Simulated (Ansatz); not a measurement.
# SiO2: relaxing cell and atoms

The start is SiO2, a crystal from a database, its volume scaled a little. Where does it settle when we relax cell and atoms, and what is it like there?

Method: DFT, r2SCAN, no spin polarisation, plane waves, PAW, in Ansatz 0.2.0.

### Step 1. The structure

The structure is tetragonal, space group P4_12_12 (No. 92). Conventional cell: a = 5.036 Å, b = 5.036 Å, c = 7.000 Å, α = 90.00°, β = 90.00°, γ = 90.00°. Around Si (site symmetry 2) lie 4 O at 1.63 to 1.64 Å. O (site symmetry 1) has 2 Si at 1.63 to 1.64 Å as nearest neighbours.

The coordinates stand in the input below.

The first density is read from a saved solution for the starting cell.

### Step 2. The relaxation

The input, input.yaml:

```yaml
crystal:
  lattice:
    - [5.03612599, 0.0, 0.0]
    - [0.0, 5.03612599, 0.0]
    - [0.0, 0.0, 7.00028624]
  atoms:
    - { symbol: Si, position: [0.3047, 0.3047, 0.0] }
    - { symbol: Si, position: [0.1953, 0.8047, 0.25] }
    - { symbol: Si, position: [0.6953, 0.6953, 0.5] }
    - { symbol: Si, position: [0.8047, 0.1953, 0.75] }
    - { symbol: O, position: [0.2381, 0.1109, 0.1826] }
    - { symbol: O, position: [0.3891, 0.7381, 0.4326] }
    - { symbol: O, position: [0.7619, 0.8891, 0.6826] }
    - { symbol: O, position: [0.6109, 0.2619, 0.9326] }
    - { symbol: O, position: [0.7381, 0.3891, 0.5674] }
    - { symbol: O, position: [0.8891, 0.7619, 0.3174] }
    - { symbol: O, position: [0.2619, 0.6109, 0.0674] }
    - { symbol: O, position: [0.1109, 0.2381, 0.8174] }
  symmetry: { tolerance: 0.0003 }
kpoints:
  mp_grid: { grid: [5, 5, 4], shift: [0, 0, 0] }
magnetization:
  spin_polarized: false
scf:
  occupations: { method: fermi_dirac }
  lower_state_search: "off"
hamiltonian:
  pseudopotentials: { kind: paw }
  xc: r2scan
basis:
  ecutwfc: 500
  fft_grid_basis: typed
relax:
  max_steps: 40
  cell: { p_target: 0.0 }
  f_tol: 0.03
output:
  forces: true
  stress: true
  eigenvalues: true
  bader: true
  populations: true
  elf: true
  write_potential: true
  volumetric_format: npy
  dos:
    e_range: [-12, 8]
    de: 0.05
    projected: { site_lists: { O: [O], Si: [Si] } }
  write_density: true
checkpoint:
  read: saved_state
```

Started as:

```bash
> ansatz run input.yaml --threads 2 --pin off --max-ram 2560MiB --backend cpu --events-out ev --progress --plain --runs-dir out
```

Standard output, cut to the lines that bear on the results:

```text
Warning: RAYON_NUM_THREADS=2 ignored (pool sized by the plan → 2); use --threads N
[...]
Pseudopotentials: kind: paw
Pseudopotential: Si, paw, valence charge 4, recommended cutoff 500 eV (meta_gga), Si.paw.azcp
Pseudopotential: O, paw, valence charge 6, recommended cutoff 500 eV (meta_gga), O.paw.azcp
Functional definition: r2SCAN
[...]
Crystal: 12 atoms, lattice volume = 177.545 Å³
Basis set: ecut = 500 eV, 4501 PW (Γ), exchange–correlation on 160×160×216 points (64 copies of the dense FFT grid, shifted against one another)
Bands: 44, of which v1, the nominal top of the filled ones, is band 32 counted from 1 (31 counted from 0)
Symmetry: 8 space group operations
Space group: P41212 (ITA 92), of the structure as read, at distance tolerance 1.7e-3 Å
k-points: 18 of 100 (time reversal used)
[...]
SCF iter   1: F=-7120.143801 eV  HF=-7120.137725 eV  |F-HF|=6.08e-3  |Δ(HF+E_count)|=         —  Δρ=5.79e-4  dr2=1.02e-4  dr2_τ=6.36e-4  ethr=1.91e-7  ⟨swp⟩=3.2  Hψ=6423  notcnv=0
[...]
relax step   1: F+E_penalty+E_count = -7120.14391028 eV  Δ(F+E_penalty+E_count) = +0.000e0 eV  max|allowed force component| = 5.100e-1 eV/Å  Δτ_max = 0.0000 Å  P = -6.614 GPa  Ω = 177.545 Å³  (5 SCF iters, dr2 threshold 1.00e-7 eV, accepted)
[...]
relax step   3: F+E_penalty+E_count = -7120.30742745 eV  Δ(F+E_penalty+E_count) = -4.836e-2 eV  max|allowed force component| = 2.552e-2 eV/Å  Δτ_max = 0.0031 Å  P = +0.311 GPa  Ω = 169.932 Å³  energy of the carried Pulay correction = +2.641e-3 eV  (5 SCF iters, dr2 threshold 1.20e-6 eV, accepted)
[...]
relax step   4: F+E_penalty+E_count = -7120.30791650 eV  Δ(F+E_penalty+E_count) = -4.891e-4 eV  max|allowed force component| = 8.023e-3 eV/Å  Δτ_max = 0.0045 Å  P = +0.170 GPa  Ω = 170.360 Å³  energy of the carried Pulay correction = +2.489e-3 eV  (6 SCF iters, dr2 threshold 2.55e-7 eV, accepted)
[...]
SCF iter   2: F=-7120.307954 eV  HF=-7120.308069 eV  |F-HF|=1.15e-4  |Δ(HF+E_count)|=   4.07e-3  Δρ=7.55e-4  dr2=5.71e-4  dr2_τ=4.04e-5  ethr=2.64e-6  ⟨swp⟩=2.0  Hψ=1649  notcnv=0
```

### Step 3. The output, continued

Output, continued:

```text
SCF iter   3: F=-7120.308005 eV  HF=-7120.308017 eV  |F-HF|=1.17e-5  |Δ(HF+E_count)|=   5.23e-5  Δρ=2.18e-4  dr2=4.59e-5  dr2_τ=1.41e-5  ethr=8.92e-7  ⟨swp⟩=3.0  Hψ=1422  notcnv=0
SCF iter   4: F=-7120.308025 eV  HF=-7120.308023 eV  |F-HF|=2.27e-6  |Δ(HF+E_count)|=   5.96e-6  Δρ=7.74e-5  dr2=4.93e-6  dr2_τ=4.55e-7  ethr=7.17e-8  ⟨swp⟩=2.0  Hψ=1236  notcnv=0
SCF iter   5: F=-7120.308025 eV  HF=-7120.308026 eV  |F-HF|=1.70e-6  |Δ(HF+E_count)|=   3.62e-6  Δρ=7.10e-5  dr2=6.14e-6  dr2_τ=5.44e-7  ethr=7.71e-9  ⟨swp⟩=2.0  Hψ=1368  notcnv=0
SCF iter   6: F=-7120.308026 eV  HF=-7120.308027 eV  |F-HF|=5.53e-7  |Δ(HF+E_count)|=   3.28e-7  Δρ=2.78e-5  dr2=9.20e-7  dr2_τ=2.59e-8  ethr=7.71e-9  ⟨swp⟩=2.1  Hψ=1123  notcnv=0
SCF iter   7: F=-7120.308026 eV  HF=-7120.308026 eV  |F-HF|=1.41e-8  |Δ(HF+E_count)|=   3.12e-7  Δρ=4.20e-6  dr2=2.39e-8  dr2_τ=6.69e-10  ethr=1.38e-10  ⟨swp⟩=8.7  Hψ=5743  notcnv=0
SCF 5 converged in 7 iterations: F = -7120.308026 eV  dr2 = 2.39e-8
relax step   5: F+E_penalty+E_count = -7120.30802622 eV  Δ(F+E_penalty+E_count) = -1.097e-4 eV  max|allowed force component| = 2.104e-3 eV/Å  Δτ_max = 0.0084 Å  P = +0.008 GPa  Ω = 171.184 Å³  energy of the carried Pulay correction = +2.199e-3 eV  (7 SCF iters, dr2 threshold 8.86e-8 eV, accepted)
Initial wavefunctions: pseudopotential atomic-orbital guess (no wavefunctions were taken with the density)
iter 1 solved again at ethr=4.87e-8 eV; its pass at ethr=3.10e-3 eV (dr2=3.12e-5 eV) is discarded
SCF iter   1: F=-7120.305480 eV  HF=-7120.305475 eV  |F-HF|=4.40e-6  |Δ(HF+E_count)|=         —  Δρ=1.04e-4  dr2=1.77e-6  dr2_τ=6.97e-6  ethr=4.87e-8  ⟨swp⟩=4.0  Hψ=6639  notcnv=0
preconditioner: auto → Resta (q_TF=auto, 2.316 Å⁻¹)  ε∞=2.6  [insulator: Δε(μ)=6.351 eV  Ē_g=17.862 eV  σ=0.100 eV  W_gap=1.00  n_scr=36 (ndim 8)  ℏωp=22.7 eV  f_vac=0.222  D(μ)=0.00/eV (n_scr^D=0)  ε∞_Penn≈2.6]
SCF iter   2: F=-7120.305477 eV  HF=-7120.305476 eV  |F-HF|=1.06e-6  |Δ(HF+E_count)|=   6.85e-7  Δρ=5.37e-5  dr2=4.84e-7  dr2_τ=5.78e-7  ethr=2.77e-9  ⟨swp⟩=2.4  Hψ=1390  notcnv=0
SCF iter   3: F=-7120.305477 eV  HF=-7120.305477 eV  |F-HF|=2.32e-8  |Δ(HF+E_count)|=   1.12e-6  Δρ=6.33e-6  dr2=3.62e-8  dr2_τ=8.67e-9  ethr=7.56e-10  ⟨swp⟩=2.9  Hψ=1560  notcnv=0
SCF iter   4: F=-7120.305477 eV  HF=-7120.305477 eV  |F-HF|=5.78e-10  |Δ(HF+E_count)|=   6.59e-9  Δρ=8.43e-7  dr2=5.13e-10  dr2_τ=1.58e-10  ethr=5.66e-11  ⟨swp⟩=2.0  Hψ=1224  notcnv=0
SCF iter   5: F=-7120.305477 eV  HF=-7120.305477 eV  |F-HF|=7.28e-12  |Δ(HF+E_count)|=  7.69e-10  Δρ=2.28e-7  dr2=4.89e-11  dr2_τ=8.88e-12  ethr=1.00e-12  ⟨swp⟩=10.4  Hψ=4627  notcnv=0
SCF 6 converged in 5 iterations: F = -7120.305477 eV  dr2 = 4.89e-11
relax step   6: F+E_penalty+E_count = -7120.30547709 eV  Δ(F+E_penalty+E_count) = +2.549e-3 eV  max|allowed force component| = 2.061e-3 eV/Å  Δτ_max = 0.0000 Å  P = +0.026 GPa  Ω = 171.184 Å³  stress off target by 3.39e-2 GPa  SCF on the basis re-selected at this cell (its energy is not comparable with the rows above)  (5 SCF iters)
basis re-selected at this cell: Δ(F+E_penalty+E_count) = +2.549e-3 eV, ΔP = +0.018 GPa vs the last step (what re-selecting the basis moved, of the pressure what is left beyond the Pulay correction that the steps carried, after the strain that the cell walked since its last selection, with what the two solves' SCF thresholds leave and, on support functions, any second-order correction that the steps lacked; it is no measure of the basis error at this ecutwfc). This SCF's stress stands 3.39e-2 GPa from its target on what of the cell is left free (relax.cell.stress_tol is 5.00e-2 GPa) and its largest allowed force component is 2.06e-3 eV/Å (relax.f_tol is 3.00e-2 eV/Å): within both
SCF converged after 5 iterations
Free energy (F): -7120.305477 eV
Harris-Foulkes:  -7120.305477 eV  (|F-HF|=7.28e-12)
Internal energy: -7120.305477 eV  (E = F + TS)
E sigma→0 (E₀):  -7120.305477 eV
Fermi energy:    4.274914 eV
--- Per-component energies (eV) ---
  E_band       = -398.312290
  E_kinetic    = 1620.450696
  E_local      = -4476.539432  (includes V_loc(G=0)·N_el)
  E_nonlocal   = 472.037393
  E_hartree    = 1648.258030
  E_xc         = -800.186220
  E_vxc        = -1059.505539  (∫ρ·V_xc dr)
  E_paw        = -3367.593312  (= ΣΔE_a)
  E_vpaw       = -318.213539  (= ΣTr[D̂ρ^β])
  E_aug_tail   = 0.008521  (compensation charges beyond the density's cutoff)
  E_vtau       = 66.933121  (kinetic-family band-sum trace: ∫τ·v_τ [+ j·A + Jᵃ·Aᵃ] dr)
  E_ewald      = -2216.179894
  E_core_change = -0.561259  (= ΣΔE_core)
  E_smearing   = -0.000000  (= −TS)
  E_closure    = -0.000000  (closes the sum)
  Σ components = -7120.305477   (vs F -7120.305477, Δ=0.00e0)
--- Forces (eV/Å), atoms counted from 1 ---
  atom   1  Si    -0.00071030    -0.00071030     0.00000000
  atom   2  Si     0.00071030    -0.00071030    -0.00000000
  atom   3  Si     0.00071030     0.00071030     0.00000000
  atom   4  Si    -0.00071030     0.00071030    -0.00000000
  atom   5  O      0.00081686    -0.00047502    -0.00206082
  atom   6  O      0.00047502     0.00081686    -0.00206082
  atom   7  O     -0.00081686     0.00047502    -0.00206082
  atom   8  O     -0.00047502    -0.00081686    -0.00206082
  atom   9  O      0.00081686     0.00047502     0.00206082
  atom  10  O      0.00047502    -0.00081686     0.00206082
  atom  11  O     -0.00081686    -0.00047502     0.00206082
  atom  12  O     -0.00047502     0.00081686     0.00206082
  max |Σ_I F_I| component: 1.25e-17 eV/Å
--- Stress (GPa, compression-positive) ---
        0.033940       0.000000      -0.000000
        0.000000       0.033940      -0.000000
       -0.000000      -0.000000       0.010848
  P = ⅓ Tr σ = 0.0262 GPa (0.262 kbar)
--- Band table (eV; the first three rows and the last of 18) ---
  k-point 0: bands = ["-19.4552", "-18.5529", "-18.5529", "-17.4202", "-17.3729", "-17.3676", "-17.3598", "-17.3598", "-8.5621", "-6.4638", "-6.4638", "-4.8807", "-4.7609", "-4.7609", "-4.2546", "-4.0964", "-2.0481", "-2.0152", "-2.0152", "-1.4386", "-1.3461", "-1.0421", "-0.8186", "-0.7934", "-0.7934", "-0.3458", "-0.3458", "-0.3114", "0.2807", "0.6586", "0.6586", "0.9733", "7.3247", "10.6208", "10.6208", "11.1164", "11.1164", "11.5622", "12.0469", "12.8864", "12.9728", "12.9728", "13.3168", "13.5880"]
  k-point 1: bands = ["-19.3914", "-18.9168", "-18.1574", "-17.5200", "-17.3707", "-17.3667", "-17.3615", "-17.3612", "-8.3887", "-7.2247", "-5.7662", "-4.9706", "-4.7347", "-4.6483", "-4.3625", "-4.1991", "-1.9881", "-1.9879", "-1.8884", "-1.3935", "-1.2790", "-1.0192", "-0.9729", "-0.8895", "-0.8277", "-0.7147", "-0.1754", "0.0991", "0.3248", "0.4584", "0.6337", "0.8591", "7.6846", "9.7664", "10.9102", "11.3131", "11.5110", "11.5885", "11.7925", "12.7830", "12.8024", "13.0997", "13.2243", "13.3333"]
  k-point 2: bands = ["-19.2062", "-19.2062", "-17.7889", "-17.7889", "-17.3656", "-17.3656", "-17.3644", "-17.3644", "-7.9092", "-7.9092", "-5.2550", "-5.2550", "-4.5762", "-4.5762", "-4.4313", "-4.4313", "-1.9401", "-1.9401", "-1.5807", "-1.5807", "-1.1279", "-1.1279", "-0.9342", "-0.9342", "-0.9326", "-0.9326", "0.1211", "0.1211", "0.4249", "0.4249", "0.5785", "0.5785", "8.6128", "8.6128", "11.3110", "11.3110", "11.5876", "11.5876", "12.3604", "12.3604", "12.5409", "12.5409", "13.3529", "13.3529"]
  k-point 17: bands = ["-18.7336", "-18.7336", "-18.2945", "-18.2945", "-17.4296", "-17.4296", "-17.4260", "-17.4260", "-6.9466", "-6.9466", "-6.0494", "-6.0494", "-4.2102", "-4.2102", "-4.1539", "-4.1539", "-2.1833", "-2.1833", "-1.8117", "-1.8117", "-1.5001", "-1.5001", "-1.0176", "-1.0176", "-0.4294", "-0.4294", "-0.3805", "-0.3805", "0.1734", "0.1734", "0.5559", "0.5559", "10.4991", "10.4991", "11.0498", "11.0498", "11.5563", "11.5563", "11.7928", "11.7928", "12.1056", "12.1056", "12.7464", "12.7464"]
--- Relaxed structure (5 steps of the walk, 5 accepted, 1 SCFs on fresh bases) ---
  F+E_penalty+E_count = -7120.30547709 eV   max|allowed force component| = 2.061e-3 eV/Å   (the final SCF, on the basis selected at the relaxed cell)
  cell:  # Å, volume = 171.1840 Å³
    - [4.976664264095942, 0.0, 0.0]
    - [0.0, 4.976664264095942, -2.065457250059264e-33]
    - [0.0, -2.8710147433976537e-33, 6.911726949333225]
  atoms:
    - { symbol: Si, position: [0.30273693052350165, 0.30273693052350165, 6.453320474539531e-21] }
    - { symbol: Si, position: [0.1972630694764984, 0.8027369305235015, 0.25000000000000006] }
    - { symbol: Si, position: [0.6972630694764985, 0.6972630694764985, 0.5000000000000001] }
    - { symbol: Si, position: [0.8027369305235015, 0.1972630694764984, 0.7500000000000001] }
    - { symbol: O, position: [0.2380440872822601, 0.10982725855103939, 0.18169819396153022] }
    - { symbol: O, position: [0.3901727414489607, 0.7380440872822601, 0.43169819396153014] }
    - { symbol: O, position: [0.7619559127177399, 0.8901727414489607, 0.6816981939615303] }
    - { symbol: O, position: [0.6098272585510395, 0.2619559127177399, 0.9316981939615303] }
    - { symbol: O, position: [0.7380440872822601, 0.3901727414489607, 0.56830180603847] }
    - { symbol: O, position: [0.8901727414489607, 0.7619559127177399, 0.3183018060384699] }
    - { symbol: O, position: [0.2619559127177399, 0.6098272585510395, 0.06830180603846983] }
    - { symbol: O, position: [0.10982725855103939, 0.2380440872822601, 0.81830180603847] }
--- Löwdin populations: 12 sites ---
  site symbol       q [e]
     0     Si      2.1235
     1     Si      2.1235
     2     Si      2.1235
     3     Si      2.1235
     4      O      6.8290
     5      O      6.8290
     6      O      6.8290
     7      O      6.8290
     8      O      6.8290
     9      O      6.8290
    10      O      6.8290
    11      O      6.8290
  spilling = 0.013648 (of n_electrons = 64.000000)
--- Bader charges: 12 sites ---
  site symbol  charge [e]  shift [e]
     0     Si      3.3663     0.0092
     1     Si      3.3663     0.0092
     2     Si      3.3663     0.0092
     3     Si      3.3663     0.0092
     4      O     -1.6831     0.0046
     5      O     -1.6831     0.0046
     6      O     -1.6831     0.0046
     7      O     -1.6831     0.0046
     8      O     -1.6831     0.0046
     9      O     -1.6831     0.0046
    10      O     -1.6831     0.0046
    11      O     -1.6831     0.0046
  estimated error of the sums over rays = 3.8e-4 e
```

Run time: 1.9 min. Hardware: 2 threads of an x86-64 CPU, shared host; peak memory 0.94 GiB.

Step by step:

```
step  energy from step 1 (eV/cell)  largest force component (eV/Å)  pressure (GPa)  volume (Å³)
   1                        0.0000                          0.5100           -6.61       177.55
   2                       -0.1152                          0.3189           -3.60       174.00
   3                       -0.1635                          0.0255            0.31       169.93
   4                       -0.1640                          0.0080            0.17       170.36
   5                       -0.1641                          0.0021            0.01       171.18
   6                       -0.1616                          0.0021            0.03       171.18
```

Step 1 is the start. Step 6 repeats the geometry before on a plane-wave basis chosen anew for that cell, so the energy can jump there without any move; the table keeps such jumps.

| input's cell | before | after | change |
| --- | --- | --- | --- |
| a (Å) | 5.036 | 4.977 | -1.2 % |
| b (Å) | 5.036 | 4.977 | -1.2 % |
| c (Å) | 7.000 | 6.912 | -1.3 % |
| volume (Å³/atom) | 14.80 | 14.27 | -3.6 % |

The largest move, 0.01 Å, apart from the change of the cell, is shared by several atoms, Si3 among them.

### Step 4. Density of states

States per cell by energy window, from dos.tsv and pdos.tsv (tetrahedra; eV from the Fermi level):

```
from    to  total   O p  Si p
-7.0  -6.5   0.11  0.09  0.01
-6.5  -6.0   5.62  4.77  0.52
-6.0  -5.5   5.21  4.72  0.25
-5.5  -5.0   5.99  5.53  0.23
-5.0  -4.5   3.87  3.67  0.09
-4.5  -4.0   5.53  5.30  0.09
-4.0  -3.5   5.12  4.98  0.05
-3.5  -3.0   0.57  0.56  0.00
-3.0  -2.5   0.00  0.00  0.00
-2.5  -2.0   0.00  0.00  0.00
-2.0  -1.5   0.00  0.00  0.00
-1.5  -1.0   0.00  0.00  0.00
-1.0  -0.5   0.00  0.00  0.00
-0.5   0.0   0.00  0.00  0.00
 0.0   0.5   0.00  0.00  0.00
 0.5   1.0   0.00  0.00  0.00
 1.0   1.5   0.00  0.00  0.00
 1.5   2.0   0.00  0.00  0.00
 2.0   2.5   0.00  0.00  0.00
 2.5   3.0   0.00  0.00  0.00
 3.0   3.5   0.03  0.00  0.00
 3.5   4.0   0.21  0.01  0.04
 4.0   4.5   0.34  0.02  0.08
 4.5   5.0   0.65  0.04  0.20
 5.0   5.5   0.74  0.05  0.26
```

On the mesh the valence top lies at -3.30 eV and the conduction bottom at 3.05 eV on this scale.

### Step 5. Charges

Gathered by element (positive charge: electrons given up): Löwdin charges also hold the electrons that the projection spills.

```
element  atoms  Bader charge (e)  Bader volume (Å³)  Löwdin charge (e)
     Si      4             +3.37                2.7              +1.88
      O      8             -1.68               19.1              -0.83
```

The Löwdin projection spills 1.4 % of the electrons and depends on the orbitals chosen; where it disagrees with Bader's partition, neither is an observable.

### Step 6. Maps of the fields

Maps in the plane spanned by b and c at height 0.238 along a (axes of the input's cell), one cell: b runs left to right (15 points from zero), c bottom to top (21 points), 90° apart. These are the smooth PAW fields, not the true ones near the nuclei.

Valence density. Ten steps from '0' (0.00 e/Å³) to '9' (7.46 e/Å³), finer at the low end (step k begins (100^(k/10) - 1)/99 of the way up):
```
123433334543100
124554322221000
124665321000000
124665310000000
024554210000000
012332100000000
001111000000000
000000000000000
000000000011100
000000000123221
000000001244431
100000001345532
111000001345542
232210001244433
455421001233223
688742112332125
799852224554235
799853346776435
567643468996423
345432468996322
123322357875211
```

ELF. Ten even steps from '0' (0.00) to '9' (0.86):
```
013442158998400
137998312565100
268999610011000
479999720000000
379998730000000
157887520000000
014664200000000
000220000012100
000000000356530
000000002678763
100000014789874
000000014789873
012310003688862
357750001367531
899972000111104
989982013430118
943982047996129
976982279999428
899971698479615
578720698489601
122100399999600
```

Atoms within 0.2 Å of the plane, in fractions of b and c: O at (0.11, 0.18), O at (0.61, 0.07).

At the density minimum on some short contacts:

```
contact  length (Å)  minimum at (fraction)  density (e/Å³)  ELF
 Si1–O8       1.612             none clear               –    –
```

### Step 7. Results

| quantity | value |
| --- | --- |
| moves | 4 |
| energy gained | 13.7 meV/atom |
| largest move | 0.01 Å (Si) |
| space group (0.01 Å), before / after | P4_12_12 / P4_12_12 |
| cell | a = 4.977 Å, b = 4.977 Å, c = 6.912 Å, α = 90.00°, β = 90.00°, γ = 90.00° |
| volume | 14.27 Å³/atom (-3.6 %) |
| pressure at the end | 0.03 GPa |
| formation energy (elements from separate runs) | -3.02 eV/atom |
| gap (mesh) | 6.35 eV, direct |
| Bader charges | Si +3.37, O -1.68 e |

**Reading.** The volume shrank by 3.6 %, and the largest move of an atom is 0.01 Å apart from the change of the cell; the energy fell by 13.7 meV per atom. The run held to 8 symmetry operations, so a lower structure without them is not ruled out. The levels show a gap of 6.35 eV, direct at the points sampled. A semilocal functional usually gives too small a gap. Si loses most charge (+3.37 e on average) and O gains most (-1.68 e). Against the elements' reference phases (Si diamond, O2 molecule; separate runs with the same functional) the formation energy is -3.02 eV per atom, so it holds against falling apart into elements.
